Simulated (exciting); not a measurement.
Set up this calculation in exciting (release sodium), as the native input.

```
Task                                     : single point
Functional                               : PBEsol
Potentials or basis                      : all-electron LAPW+lo, shipped species files, valence relativity iora*
rgkmax                                   : 9
k mesh                                   : 11 × 12 × 12
Occupations                              : fermi-dirac, width 0.05 eV
Spin                                     : no spin polarisation
gmaxvr (cutoff of density and potential) : 14 1/bohr
lmaxapw (and lmaxmat)                    : 10
lmaxvr                                   : 8
nempty                                   : 8
Valence relativity                       : iora*
epsengy                                  : 1e-05 Ha
epspot                                   : 1e-05 Ha
maxscl                                   : 60
Muffin-tin radii                         : Zn 2.0 bohr
```

Crystal: Zn.

```
Zn
1.0
    -1.59358    1.77662    1.74602
     1.50392   -1.50664    1.38638
     1.54411    1.45717   -1.47605
Zn
1
Cartesian
  0.0000 0.0000 0.0000
```

These files were run (other wordings do the same):

input.xml

```xml
<input>
  <title>Zn</title>
  <structure speciespath="./" tshift="false">
    <crystal scale="1">
      <basevect>-3.011432724551 3.357316043464 3.299502593886</basevect>
      <basevect>2.841998141669 -2.847134700735 2.619886649378</basevect>
      <basevect>2.917947916474 2.753649892658 -2.789321232260</basevect>
    </crystal>
    <species speciesfile="Zn.xml" rmt="2">
      <atom coord="0.000000000000 0.000000000000 0.000000000000"/>
    </species>
  </structure>
  <groundstate do="fromscratch" ngridk="11 12 12" rgkmax="9" gmaxvr="14" lmaxapw="10" lmaxmat="10" lmaxvr="8" xctype="GGA_PBE_SOL" stype="Fermi Dirac" swidth="0.00183747" nempty="8" ValenceRelativity="iora*" epsengy="1e-05" epspot="1e-05" maxscl="60" tforce="true" outputlevel="normal"/>
  <properties>
    <chargedensityplot>
      <plot3d>
        <box grid="15 13 13">
          <origin coord="0 0 0"/>
          <point coord="1 0 0"/>
          <point coord="0 1 0"/>
          <point coord="0 0 1"/>
        </box>
      </plot3d>
    </chargedensityplot>
    <elfplot>
      <plot3d>
        <box grid="15 13 13">
          <origin coord="0 0 0"/>
          <point coord="1 0 0"/>
          <point coord="0 1 0"/>
          <point coord="0 0 1"/>
        </box>
      </plot3d>
    </elfplot>
    <exccplot>
      <plot3d>
        <box grid="15 13 13">
          <origin coord="0 0 0"/>
          <point coord="1 0 0"/>
          <point coord="0 1 0"/>
          <point coord="0 0 1"/>
        </box>
      </plot3d>
    </exccplot>
  </properties>
</input>
```

Potentials or basis: all-electron LAPW+lo, shipped species files, valence relativity iora*.

Command:

```bash
$ OMP_NUM_THREADS=1 exciting_smp
```

Results of the run:

| Property | Result |
| --- | --- |
| Band gap on the k mesh | none (metal or under the smearing width) |
| All electrons inside the program's atomic spheres | Zn 28.11 (radii Zn 2.0 bohr) |

Caveat: the log's total energy holds no entropy term; the free energy is that total less TS from the occupations.

Run time: 5.3 min on 1 thread of Intel(R) Xeon(R) Platinum 8259CL CPU @ 2.50GHz (Skylake/Cascade Lake) (shared host), peak memory 0.11 GiB.
